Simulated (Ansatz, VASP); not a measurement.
**One calculation of MgI2, two programs**

Contents of INCAR:

```
SYSTEM = MgI2
ALGO = Normal
EDIFF = 1E-7
ENCUT = 520
GGA = PE
ISIF = 2
ISMEAR = 0
LASPH = .True.
LCHARG = .True.
LELF = .True.
LREAL = .False.
LVHAR = .True.
LWAVE = .False.
NBANDS = 15
NELM = 80
PREC = Accurate
SIGMA = 0.05
```

KPOINTS

```
k-points
0
Gamma
  6 6 4
  0 0 0
```

File POSCAR:

```
MgI2
1.0
    4.2950988506      0.0000000000      0.0000000000
   -2.1475494253      3.7196647164      0.0000000000
    0.0000000000      0.0000000000      7.9749240755
Mg I
1 2
Direct
    0.0000000000      0.0000000000      0.0000000000
    0.3333333333      0.6666666667      0.8050686935
    0.6666666667      0.3333333333      0.1949313065
```

Input for Ansatz:

```yaml
crystal:
  lattice:
    - [4.2950988506, 0.0, 0.0]
    - [-2.1475494253, 3.7196647164, 0.0]
    - [0.0, 0.0, 7.9749240755]
  atoms:
    - { symbol: Mg, position: [0.0, 0.0, 0.0] }
    - { symbol: I, position: [0.3333333333, 0.6666666667, 0.8050686935] }
    - { symbol: I, position: [0.6666666667, 0.3333333333, 0.1949313065] }
basis:
  ecutwfc: 520.0
kpoints:
  mp_grid: { grid: [6, 6, 4] }
hamiltonian:
  xc: pbe
scf:
  occupations: { method: gaussian, width: 0.05 }
output:
  forces: true
  stress: true
  eigenvalues: true
```

Alike in both runs: task single point; functional PBE; k mesh 6 × 6 × 4; occupations gaussian, width 0.05 eV; no spin polarisation.

|  | VASP | Ansatz |
| --- | --- | --- |
| version | VASP 6.6.1 | Ansatz 0.2.0 |
| potentials or method | VASP PAW PBE potentials, release 64 (Mg, I) | scalar-relativistic, plane waves, PAW |
| plane-wave cutoff (eV) | 520 | 520 |
| valence electrons in the cell | 16 | 44 |

```tsv
	VASP	Ansatz	Ansatz less VASP
gap on the k mesh at the Fermi level (eV)	3.70	3.72	+0.017
least direct gap on the mesh (eV)	3.81	3.82	+0.014
pressure (GPa)	0.5	0.5	+0.04
largest component of the traceless stress (GPa)	1.10	1.09	-0.008
rms of the force components (eV/Å)	0.197	0.201	+0.0045
```

Atom by atom the forces differ by 0.004 eV/Å (rms over components). The two sets of potentials don't hold the same shells in valence.

Caveats: spin-orbit coupling is left out, which moves the levels of the heavy elements; this functional lacks dispersion, which binds the layers, so the pressure and a relaxed spacing across them are unreliable. A k mesh can miss the band edges.
